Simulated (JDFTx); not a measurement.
The system is LiCl.

```
Cl Li
1.0
     0.00000    2.56477    2.56477
     2.56477    0.00000    2.56477
     2.56477    2.56477    0.00000
Cl Li
1 1
Direct
  0.50000 0.50000 0.50000
  0.00000 0.00000 0.00000
```

Base run:

- Program: JDFTx 1.7.0 (patched build)
- Functional: LDA
- Potentials or basis: SG15-PBE-1.2 with smoothed tails
- Cutoff: 1088 eV
- Density cutoff: 8708 eV
- k mesh: 7 × 7 × 7
- Occupations: fermi-dirac, width 0.05 eV
- Spin: no spin polarisation

Its results: band gap on the k mesh 5.93 eV, direct; pressure -2.8 GPa.

Question: The run is repeated on the same cell with these changes: functional from LDA to PBEsol. What comes out?

Answer: Band gap on the k mesh 6.10 eV, direct; pressure -1.1 GPa.

PBEsol binds less tightly than LDA, so the same cell stands under more pressure.

Caveats: the potentials were made for another functional, which shifts forces and pressure; an odd mesh through Γ misses points on the zone boundary, where band edges often lie.

Not every run made on this cell is shown here.
